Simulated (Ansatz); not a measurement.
**BN: single point from a Python script**

What energy and properties does BN have at the given structure? The task is a single point, for BN.

Program: the Python package of Ansatz 0.2.0. Level of theory: DFT PBEsol, plane waves, PAW. These are calculated values, not measurements.

## Step 1: The structure

Symmetry: P1, No. 1, triclinic system. Conventional cell: a = 2.494 Å, b = 4.296 Å, c = 4.446 Å, α = 89.50°, β = 88.60°, γ = 89.21°. B (site symmetry 1) is surrounded by 4 N at 1.49 to 1.56 Å. B (site symmetry 1) has 4 N at 1.51 to 1.64 Å as nearest neighbours. Around B (site symmetry 1) lie 4 N at 1.51 to 1.61 Å. B (site symmetry 1) is surrounded by 4 N at 1.45 to 1.60 Å. Around N (site symmetry 1) lie 4 B at 1.51 to 1.60 Å. Around N (site symmetry 1) lie 4 B at 1.49 to 1.64 Å. Around N (site symmetry 1) lie 4 B at 1.45 to 1.61 Å. N (site symmetry 1) has 4 B at 1.51 to 1.57 Å as nearest neighbours.

No structure file is read: the coordinates are typed or built in the script.

## Step 2: The script

scf_bn.py reads:

```python
import warnings

import ansatz
import numpy as np
from pymatgen.core import Structure
from scipy.ndimage import map_coordinates

FUNCTIONAL = "pbesol"
SMEARING = "fixed"
SCF_TOL = 1e-06
N_EMPTY = 4
MESH = (4, 3, 6)

warnings.simplefilter("ignore", ansatz.DeckWarning)

cell = (
    ansatz.Lattice.of([4.29596, -0.01896, 0.02958], [-0.01896, 4.4455, -0.05351], [0.01705, -0.03085, 2.49373])
    .atom("B", [0.17813, 0.83179, 0.50754])
    .atom("B", [0.32979, 0.32857, 0.99242])
    .atom("B", [0.67705, 0.66856, 0.98406])
    .atom("B", [0.82279, 0.1754, 0.50385])
    .atom("N", [0.81654, 0.81461, 0.49416])
    .atom("N", [0.31212, 0.69599, 0.003])
    .atom("N", [0.6841, 0.30556, 0.98795])
    .atom("N", [0.18205, 0.18115, 0.50446])
)

calc = cell.calculation()
calc = calc.functional(FUNCTIONAL)
calc = calc.occupations(SMEARING)
calc = calc.mixing("msr1", preconditioner="resta").scf(tolerance=SCF_TOL, extra_bands=N_EMPTY)
calc = calc.kpoints(*MESH, center="gamma")
calc = calc.basis(39 * ansatz.Ry)
calc = calc.density()
calc = calc.density_of_states(energy_step=0.1, method="tetrahedron", nscf_kmesh_spacing=0.36)
calc = calc.band_table()
history = []
done = calc.session().plan().execute(on_event=lambda event: history.append(event["data"]["dr2_ev"]) if event["event"] == "scf_iter" else None)
r = done.report
print("density residual by iteration (eV):", " ".join(f"{value:.1e}" for value in history[:40]))

print("%-22s %14.5f eV" % ("F = E - TS", r["free_energy_ev"]))
print("%-22s %14.5f eV" % ("E", r["internal_energy_ev"]))
print("%-22s %14.5f eV" % ("Harris-Foulkes", r["harris_foulkes_ev"]))
print("%-22s %14.5f eV" % ("Fermi level", r["fermi_energy_ev"]))

final = Structure(done.lattice.cell_ang, [s.symbol for s in done.lattice.sites], [s.position_frac for s in done.lattice.sites])
rho = done.density()
total = sum(channel.density_e_per_ang3 for channel in rho.channels[:2])
grid_cell = np.asarray(rho.fft_grid_basis) @ done.lattice.cell_ang
partner = min(final.get_neighbors(final[0], 5.0), key=lambda n: n.nn_distance)
line = np.linspace(final[0].coords, partner.coords, 13)
points = (line @ np.linalg.inv(grid_cell)) * rho.dims
values = map_coordinates(total, points.T, order=3, mode="grid-wrap")
print(f"from {final[0].specie} to {partner.specie}, {partner.nn_distance:.3f} A")
for t, value in zip(np.linspace(0, partner.nn_distance, 13), values):
    print(f"{t:7.3f} A  {value:9.4f} e/A^3")

dos = done.density_of_states()
energy = np.asarray(dos.energies_ev) - dos.fermi_ev
top = min(levels[-1] for levels in r["eigenvalues_ev"]) - dos.fermi_ev  # the computed bands end here
total = np.asarray(dos.spin_summed_g_bin_mean_per_ev)
print("E - E_F (eV)   states/eV")
for e in np.arange(-10, min(4, top), 1.0):
    print(f"{e:8.1f} {np.interp(e, energy, total):12.3f}")

print("energy terms (eV)")
for term, value in r["components"].items():
    if abs(value) > 1e-9:
        print(f"  {term:26s} {value:16.5f}")
```

## Step 3: Running it

Launch:

```bash
python scf_bn.py
```

What it wrote:

```text
density residual by iteration (eV): 5.3e-02 3.7e-03 5.7e-04 9.3e-06 1.4e-06 3.2e-08
F = E - TS                -2134.09528 eV
E                         -2134.09528 eV
Harris-Foulkes            -2134.09528 eV
Fermi level                  11.19888 eV
from B to N, 1.493 A
  0.000 A     0.2172 e/A^3
  0.124 A     0.3259 e/A^3
  0.249 A     0.5914 e/A^3
  0.373 A     0.8917 e/A^3
  0.498 A     1.1423 e/A^3
  0.622 A     1.3653 e/A^3
  0.746 A     1.6474 e/A^3
  0.871 A     2.0984 e/A^3
  0.995 A     2.7889 e/A^3
  1.120 A     3.5090 e/A^3
  1.244 A     3.8370 e/A^3
  1.368 A     3.7099 e/A^3
  1.493 A     3.5613 e/A^3
E - E_F (eV)   states/eV
   -10.0        2.442
    -9.0        2.291
    -8.0        2.248
    -7.0        2.426
    -6.0        2.089
    -5.0        3.275
    -4.0        2.485
    -3.0        2.971
    -2.0        2.814
    -1.0        1.085
     0.0        0.001
     1.0        0.000
     2.0        0.000
     3.0        0.000
energy terms (eV)
  e_band                             94.75166
  e_kinetic                         747.70359
  e_local                          -762.33574
  e_nonlocal                        229.29476
  e_hartree                         218.14326
  e_xc                             -372.18948
  e_vxc                            -464.66115
  e_paw                            -795.33654
  e_vpaw                            -91.53586
  e_augmentation_tail                 0.00003
  e_ewald                         -1399.54640
  e_core_change                       0.17124
```

Wall time 11 s (1 thread of Arm Neoverse V1, shared host); peak memory 0.39 GiB.

Lines on the test bed's own set-up are left out of the output.

## Step 4: The run's own record

The report of the run holds:

```
                                                                  item        value
                                                     SCF cycles in all            6
                                                       k-points solved           38
                                                           plane waves         1343
                                                                 bands           20
                                                     valence electrons           32
                                                      free energy (eV)  -2134.09528
                                                      Fermi level (eV)       11.199
lowest empty less highest filled level on the mesh, by band count (eV)        4.334
```

## Step 5: Density of states

From dos.tsv among the run's results, states per cell in windows of 2 eV from the Fermi level (on a coarse mesh the curve is spiky, and it ends where the bands solved end):

```
from  to  states
 -10  -8    4.40
  -8  -6    4.50
  -6  -4    5.34
  -4  -2    6.46
  -2   0    2.50
   0   2    0.00
   2   4    0.00
   4   6    0.28
   6   8    4.02
```

## Step 6: The command-line twin

The engine's input of that run, saved to a file, gives the whole log.

input.yaml reads:

```yaml
crystal:
  lattice:
    - [4.29596, -0.01896, 0.02958]
    - [-0.01896, 4.4455, -0.05351]
    - [0.01705, -0.03085, 2.49373]
  atoms:
    - { symbol: B, position: [0.17813, 0.83179, 0.50754] }
    - { symbol: B, position: [0.32979, 0.32857, 0.99242] }
    - { symbol: B, position: [0.67705, 0.66856, 0.98406] }
    - { symbol: B, position: [0.82279, 0.1754, 0.50385] }
    - { symbol: "N", position: [0.81654, 0.81461, 0.49416] }
    - { symbol: "N", position: [0.31212, 0.69599, 0.003] }
    - { symbol: "N", position: [0.6841, 0.30556, 0.98795] }
    - { symbol: "N", position: [0.18205, 0.18115, 0.50446] }
basis:
  ecutwfc: 530.6220317968
kpoints:
  mp_grid: { grid: [4, 3, 6], shift: [0.0, 0.0, 0.0] }
hamiltonian:
  xc: pbesol
scf:
  n_extra_bands: 4
  convergence: { dr2_threshold: 1.0e-06 }
  mixing: { algorithm: msr1, preconditioner: resta }
  occupations: { method: fixed }
output:
  write_density: true
  dos: { de: 0.1, method: tetrahedron, nscf_kmesh: { kspacing: 0.36 } }
  eigenvalues: true
```

Launch:

```bash
ansatz run input.yaml --threads 1 --pin off --max-ram 3072MiB --backend cpu --events-out ev --progress --plain --runs-dir out
```

What it wrote, cut to the lines that bear on the results:

```text
Warning: RAYON_NUM_THREADS=1 ignored (pool sized by the plan → 1); use --threads N
scf.n_extra_bands = 4 over 16 filled bands (N_el = 32.0): the run solves 20 bands
[...]
Pseudopotentials: kind: paw
Pseudopotential: B, paw, valence charge 3, recommended cutoff 420 eV (normal), B.paw.azcp
Pseudopotential: N, paw, valence charge 5, recommended cutoff 420 eV (normal), N.paw.azcp
Functional definition: PBEsol
[...]
Crystal: 8 atoms, lattice volume = 47.614 Å³
Basis set: ecut = 530.6220317968 eV, 1343 PW (Γ)
Bands: 20, of which v1, the nominal top of the filled ones, is band 16 counted from 1 (15 counted from 0)
Symmetry: 1 space group operations
Space group: P1 (ITA 1), of the structure as read, at distance tolerance 3.6e-5 Å
k-points: 38 of 72 (time reversal used)
[...]
SCF iter   1: F=—  HF=-2134.111071 eV  |F-HF|=—  |Δ(HF+E_count)|=         —  Δρ=1.26e-2  dr2=5.28e-2  ethr=1.77e-3  ⟨swp⟩=5.0  Hψ=3554  notcnv=0  defer=67
[...]
SCF iter   6: F=-2134.095277 eV  HF=-2134.095277 eV  |F-HF|=8.81e-9  |Δ(HF+E_count)|=   1.39e-7  Δρ=9.24e-6  dr2=3.15e-8  ethr=3.12e-9  ⟨swp⟩=7.6  Hψ=2575  notcnv=0
[...]
NSCF: frozen V_eff on 82 k-points
SCF converged after 6 iterations
Free energy (F): -2134.095277 eV
[...]
E sigma→0 (E₀):  -2134.095277 eV
Fermi energy:    11.198875 eV
[...]
--- Band table (eV; the first three rows and the last of 38) ---
  k-point 0: bands = ["-9.4965", "-5.5844", "-5.1761", "-4.8820", "0.9336", "1.3869", "3.2040", "3.8717", "5.0413", "6.1575", "8.4846", "9.1942", "10.6551", "10.7891", "10.9496", "11.1989", "18.1947", "19.0180", "19.0996", "19.5197"]
[...]
```

Run time: 10 s. Hardware: 1 thread of Arm Neoverse V1, shared host; peak memory 0.28 GiB.

Script and command line differ by 0.000 meV in the energy.

## Step 7: Results

```
       quantity                              value
    free energy  -2134.0953 eV (-266.7619 eV/atom)
gap on the mesh                            4.33 eV
```

On the mesh the gap is 4.33 eV; the true edges may lie between its points. Gaps at this rung are as a rule too small against experiment. Caveats:
- Along an axis with an odd division the mesh misses the point at one half; a gap read on a finite mesh is an upper bound on this functional's gap.
- The energy terms are those on the plane-wave grid, with the one-centre PAW part apart; e_band, e_vxc and e_vpaw aren't summands of the total.
- Under fixed occupations the level called the Fermi level is the highest filled one on the SCF mesh; off the mesh a filled band can lie a little above it.
- An absolute Fermi energy rests on an arbitrary zero of the periodic potential and has no direct meaning.
- The crystal has a gap of about 4.33 eV on the mesh; bins of finite width blur the band edges.
- Densities and potentials on the grid are those of the valence electrons, and inside the cores they hang on the potentials used.
- The cell is a database structure, distorted on purpose.
- Gaps and levels are Kohn-Sham values on a finite set of k-points.
- The computed bands are complete only to about 7.4 eV above the Fermi level; beyond that the density of states is undercounted. The atoms and cell were moved off the listed structure at random before the run.
